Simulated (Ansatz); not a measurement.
**Stationary points along a deformation path in SnTe**

Level of theory: DFT PBE, scalar-relativistic, plane waves, PAW in Ansatz. Cutoff 420 eV, Γ-centred 10×10×10 k-points, Gaussian smearing of 0.03 eV. No spin polarisation. Energies are free energies at this smearing, counted from the undisturbed cell; pressure is positive in compression.

Reference structure (relaxed at this level; this zinc-blende form isn't the usual structure):

```xyz
2
Lattice="0.0000 3.6111 3.6111 3.6111 0.0000 3.6111 3.6111 3.6111 0.0000" Properties=species:S:1:pos:R:3 pbc="T T T"
Sn    0.0000    0.0000    0.0000
Te    5.4167    5.4167    5.4167
```

At fixed volume and fractional coordinates, lengths along (0.577, 0.577, 0.577) are scaled against those across it; ρ is that ratio over its starting value. V = 47.091 Å³/atom. Δσ is the stress along the axis less the mean stress across it (compression positive).

```csv
ρ,ΔE (meV/atom),Δσ (GPa),space group
0.500,3355.7,89.91,R3m
0.600,1152.4,38.89,R3m
0.710,308.2,14.98,R3m
1.000,0.0,0.00,F-43m
1.410,-41.0,1.07,R3m
2.000,-106.9,-0.57,R3m
```

How does the stress give the slope of the energy, and where is the energy stationary?

Along the path d ln(length) is 2/3 d ln ρ on the axis and −1/3 d ln ρ across it, so dE/d ln ρ = −(2/3) V Δσ: the energy falls with ρ where Δσ is positive. Δσ vanishes or changes sign at ρ = 1.000 (F-43m), a stationary point at 0.0 meV/atom; between ρ = 1.410 and 2.000, a minimum (near 1.77 by linear interpolation). Pairs of stationary points between two samples would go unseen, and could change a minimum read from distant neighbours into a maximum. At ρ = 1.000 the cell is cubic, where symmetry alone makes the stress isotropic and the slope zero.

Is the start the lowest point of the path?

No: ρ = 2.000 lies 106.9 meV/atom lower, with no sampled rise above the start on the way. Volume and inner coordinates are held, so a relaxed structure there would lie lower still.

Forces appear on the atoms along this scan, and letting them relax would lower the energy and soften the response.